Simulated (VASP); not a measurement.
Crystal: Ge.

```xyz
2
Lattice="0.0000 2.8289 2.8289 2.8289 0.0000 2.8289 2.8289 2.8289 0.0000" Properties=species:S:1:pos:R:3 pbc="T T T"
Ge    4.2434    4.2434    4.2434
Ge    2.8289    2.8289    2.8289
```

* Program: VASP 6.6.1
* Task: relaxation of cell and atoms
* Functional: PBE
* Potentials or basis: VASP PAW PBE potentials, release 64 (Ge_d)
* Cutoff: 600 eV
* k mesh: 8 × 8 × 8
* Occupations: fermi-dirac, width 0.05 eV
* Spin: no spin polarisation

At the start: pressure 3.6 GPa; volume 22.64 Å³/atom.

Where does the relaxation end?

Over 5 steps the energy falls by 13.6 meV/atom and the volume is 23.85 Å³/atom (+5.4 %); space group Fd-3m (No. 227, to 0.05 Å).

The path:
| step | energy change (eV) | largest force (eV/Å) | pressure (GPa) | volume (Å³) |
| --- | --- | --- | --- | --- |
| 1 | 0.0000 | 0.0000 | 3.56 | 45.28 |
| 2 | -0.0246 | 0.0000 | -1.11 | 48.66 |
| 3 | -0.0273 | 0.0000 | -0.26 | 47.80 |
| 4 | -0.0271 | 0.0000 | 0.23 | 47.62 |
| 5 | -0.0272 | 0.0000 | 0.02 | 47.71 |

Final structure:
```
CELL_PARAMETERS angstrom
0.00000 2.87861 2.87861
2.87861 0.00000 2.87861
2.87861 2.87861 0.00000
ATOMIC_POSITIONS crystal
Ge 0.75000 0.75000 0.75000
Ge 0.50000 0.50000 0.50000
```

The cell as given is a measured one (22.64 Å³/atom); PBE puts the equilibrium volume +5.4 % from it, thermal expansion not counted.
